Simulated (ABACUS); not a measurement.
Mg under changes of volume

One of the cells (22.607 Å³/atom); the others are scaled copies at fixed shape and fractional positions:

```
CELL_PARAMETERS angstrom
0.00000 2.24426 2.24426
2.24426 0.00000 2.24426
2.24426 2.24426 0.00000
ATOMIC_POSITIONS crystal
Mg 0.00000 0.00000 0.00000
```

This isn't the form of Mg at room conditions, which is hcp.

| Item | Value |
| --- | --- |
| Program | ABACUS 3.10.1 |
| Functional | PBE |
| Potentials or basis | PseudoDojo NC SR 0.4.1 PBE standard |
| Cutoff | 1361 eV |
| Density cutoff | 5442 eV |
| Basis | TZDP LCAO (the cutoffs set its grid) |
| k mesh | 10 × 10 × 10 |
| Occupations | fermi-dirac, width 0.05 eV |
| Spin | no spin polarisation |

```tsv
volume (Å³/atom)	energy over the lowest point (meV/atom)	pressure (GPa)
21.251	21.95	3.8
21.703	?	?
22.155	6.08	1.9
22.607	1.94	1.1
23.059	0.00	0.3
23.512	0.36	-0.4
23.964	2.28	-1.0
```

Question: What does the run at 21.703 Å³/atom give?

Answer: Energy over the lowest point 12.52 meV/atom; pressure 2.8 GPa.

Worked out: A Birch-Murnaghan fit of order 3 (a polynomial in V^(-2/3)) to the other rows has its minimum at 23.24 Å³/atom with B0 = V·E''(V) = 36 GPa and B' = 3.9. It gives 12.64 meV/atom at 21.703 Å³/atom, against the run's 12.52, and -dE/dV = 2.8 GPa, against 2.8.

Energies are extrapolated to zero smearing.

Caveats: the atomic orbitals were generated for these runs and aren't a published set; the basis of atomic orbitals isn't converged, which shifts pressures, moduli and gaps.
